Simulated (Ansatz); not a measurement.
# One relaxed cell of ZnF2 at several levels

A database entry relaxed whole under r2SCAN at zero pressure (P4_2/mnm, No. 136):

```
Zn F
1.0
     4.70381    0.00000    0.00000
     0.00000    4.70381    0.00000
     0.00000    0.00000    3.12913
Zn F
2 4
Cartesian
  0.0000 0.0000 0.0000
  2.3519 2.3519 1.5646
  1.4263 1.4263 0.0000
  0.9256 3.7782 1.5646
  3.2776 3.2776 0.0000
  3.7782 0.9256 1.5646
```

Its volume is 11.54 Å³ an atom, -0.2 % against the entry's 11.56, a cell as deposited in COD (1971).

Single points on this cell with plane-wave PAW DFT (Ansatz 0.2.0; r2SCAN 500 eV, hybrids 420 eV; fermi-dirac occupations of width 0.020 eV; no moments): r2SCAN on a 6×6×10 Γ-centred mesh; HSE06 on a 4×4×6 Γ-centred mesh; PBE0 on a 4×4×6 Γ-centred mesh.

How do gap, pressure and charges move from level to level?

The runs give:

```csv
level,"gap (eV), or kind",pressure (GPa),Bader charge of Zn (e),Bader charge of F (e)
r2SCAN,4.27,0.0,+1.53,-0.77
HSE06,6.15,2.3,+1.55,-0.77
PBE0,6.89,2.0,+1.55,-0.77
```

Under r2SCAN the gap is 4.27 eV, over mesh and band path. HSE06 moves it by +1.87 eV and PBE0 by +2.62 eV; PBE0 keeps its exact exchange at long range, which widens the gap over HSE06's by 0.75 eV on their common mesh.

Caveats: the relaxation kept the start's symmetry; HSE06 is read on its mesh and at the zone's corners, PBE0 on its mesh alone; hybrid pressures are good to a few tenths of a GPa; pressure is positive in compression.
